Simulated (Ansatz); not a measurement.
Wanted: the native input for an Ansatz 0.2.0 run.

| Quantity | Value |
| --- | --- |
| Task | band structure |
| Functional | PBE |
| Dispersion | D3(BJ) |
| Potentials or basis | all-electron LAPW, scalar-relativistic |
| Cutoff | 181 eV (chosen from the basis error) |
| Basis error allowed | 0.001 eV/atom |
| k mesh | 10 × 10 × 10 |
| Occupations | methfessel-paxton, width 0.1 eV |
| Spin | no spin polarisation |

The system is Sn.

```
Sn
1.0
    -2.09183    2.03524    1.67163
     2.07177   -2.07523    1.69598
     1.98712    1.97052   -1.72050
Sn
1
Direct
  0.00000 0.00000 0.00000
```

The cell isn't the ideal one: cell strained at random at fixed volume.

The input as run:

input.yaml

```yaml
crystal:
  lattice:
    - [-2.09183, 2.035241, 1.671634]
    - [2.071767, -2.075232, 1.695984]
    - [1.987121, 1.970523, -1.720498]
  atoms:
    - { symbol: Sn, position: [0.0, 0.0, 0.0] }
kpoints:
  mp_grid: { grid: [10, 10, 10] }
  band_path:
    path: [[0.0, -0.5, 0.0], [0.0, 0.0, 0.0], [-0.5, 0.5, 0.0]]
    npoints: 6
scf:
  occupations: { method: methfessel_paxton, width: 0.1 }
hamiltonian:
  xc: pbe
  dispersion: d3bj
  pseudopotentials: { kind: all_electron, lapw: { basis_error: 0.001 } }
output:
  forces: true
  stress: true
  eigenvalues: true
```

Potentials or basis: all-electron LAPW, scalar-relativistic.

The run is started by

```console
$ ansatz run input.yaml --threads 1 --pin off --max-ram 3072MiB --backend cpu --events-out ev --progress --plain --runs-dir out
```

Results of the run:

```json
{
 "Pressure": "-1.3 GPa",
 "Band gap along the path": "none (metal or under the smearing width)"
}
```

Caveat: spin-orbit coupling is left out, which moves the levels of the heavy elements; pairwise dispersion overbinds metals, which lowers pressure and volume.

Run time: 28 s on 1 thread of Intel(R) Xeon(R) Processor @ 2.70GHz, with other jobs on the host, peak memory 0.53 GiB.
